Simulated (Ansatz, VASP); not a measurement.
**Two plane-wave programs on HfO2**

Contents of INCAR:

```
SYSTEM = HfO2
PREC = Accurate ; ENCUT = 520
EDIFF = 1E-6 ; ISMEAR = -1
SIGMA = 0.05 ; LREAL = .False.
LASPH = .True. ; NELM = 100
ALGO = Normal ; ISIF = 2
LWAVE = .False. ; LCHARG = .True.
GGA = PE ; LELF = .True.
LVHAR = .True. ; NBANDS = 18
```

KPOINTS

```
regular mesh
0
Gamma
  5 5 5
  0 0 0
```

Contents of POSCAR:

```
HfO2
1.0
    0.0000000000      2.5575000000      2.5575000000
    2.5575000000      0.0000000000      2.5575000000
    2.5575000000      2.5575000000      0.0000000000
Hf O
1 2
Direct
    0.0000000000      0.0000000000      0.0000000000
    0.7500000000      0.7500000000      0.7500000000
    0.2500000000      0.2500000000      0.2500000000
```

input.yaml

```yaml
crystal:
  lattice:
    - [0.0, 2.5575, 2.5575]
    - [2.5575, 0.0, 2.5575]
    - [2.5575, 2.5575, 0.0]
  atoms:
    - { symbol: Hf, position: [0.0, 0.0, 0.0] }
    - { symbol: O, position: [0.75, 0.75, 0.75] }
    - { symbol: O, position: [0.25, 0.25, 0.25] }
hamiltonian:
  xc: pbe
  pseudopotentials: { kind: paw }
kpoints:
  mp_grid: { grid: [5, 5, 5] }
scf:
  occupations: { method: fermi_dirac, width: 0.05 }
output:
  forces: true
  stress: true
  eigenvalues: true
```

Measurements of this composition are mostly on another form, of space group No. 14.

Alike in both runs: task single point; functional PBE; k mesh 5 × 5 × 5; occupations fermi-dirac, width 0.05 eV; no spin polarisation.

```csv
,VASP,Ansatz
version,VASP 6.6.1,Ansatz 0.2.0
potentials or method,"VASP PAW PBE potentials, release 64 (Hf_pv, O)",Ansatz PAW
plane-wave cutoff (eV),520,420
valence electrons in the cell,22,38
```

Ansatz gave:

```
gap on the k mesh at the Fermi level (eV) : 4.02
least direct gap on the mesh (eV)         : 4.33
pressure (GPa)                            : -2.5
```

Problem. Which values does VASP return?

Solution. gap on the k mesh at the Fermi level (eV): 4.01; least direct gap on the mesh (eV): 4.33; pressure (GPa): -6.0.

With one functional, cell and mesh, what is left measures potentials, basis and numerics. The two sets of potentials don't hold the same shells in valence.

Caveats: the k mesh is coarse (spacing up to 0.43 Å⁻¹), so the values aren't converged; spin-orbit coupling is left out, which moves the levels of the heavy elements; an odd mesh through Γ misses points on the zone boundary, where band edges often lie (VASP); odd divisions of the mesh miss points on the zone boundary, where band edges often lie, so the gap on the mesh can be too wide (Ansatz); the pressure holds a Pulay correction of +0.9 GPa for the finite cutoff (Ansatz). Expect the measured gap to be larger: semilocal functionals such as PBE lack the derivative discontinuity.
